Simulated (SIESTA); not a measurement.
The system is Cr.

```
CELL_PARAMETERS angstrom
1.14705 -2.46703 0.00000
1.14705 2.46703 0.00000
0.00000 0.00000 4.06431
ATOMIC_POSITIONS crystal
Cr 0.87053 0.12947 0.75000
Cr 0.12947 0.87053 0.25000
```

This isn't the form of Cr at room conditions, which is bcc.

Base run:

- Program: SIESTA 5.4.2
- Functional: PBE
- Potentials or basis: PseudoDojo 0.4 standard (PBE files)
- Basis: DZP (energy shift 0.003 Ry; two zetas on semicore shells)
- Grid cutoff: 800 Ry
- Energy shift: 0.003 Ry
- k mesh: 9 × 9 × 5
- Occupations: fermi-dirac, width 0.05 eV
- Spin: collinear spin, ferromagnetic start
- Starting moments: [3.0, 3.0] μB
- Fixed moment: 4 μB

Its results: pressure 33.2 GPa; site moments Cr +2.00 μB; largest force 0.507 eV/Å.

Task: The run is repeated on the same cell with these changes: fixed moment from 4 μB to 3 μB. What comes out?

Result: Pressure 22.5 GPa; site moments Cr +1.50 μB; largest force 0.378 eV/Å.

Caveats: the moment is held away from its start; the basis of atomic orbitals isn't converged, which shifts pressures, moduli and gaps; the total moment is fixed, so each spin has its own Fermi level; a pressure of tens of GPa on the cell as given is suspect, and the run, the potentials or the cell itself is likely at fault (some runs).
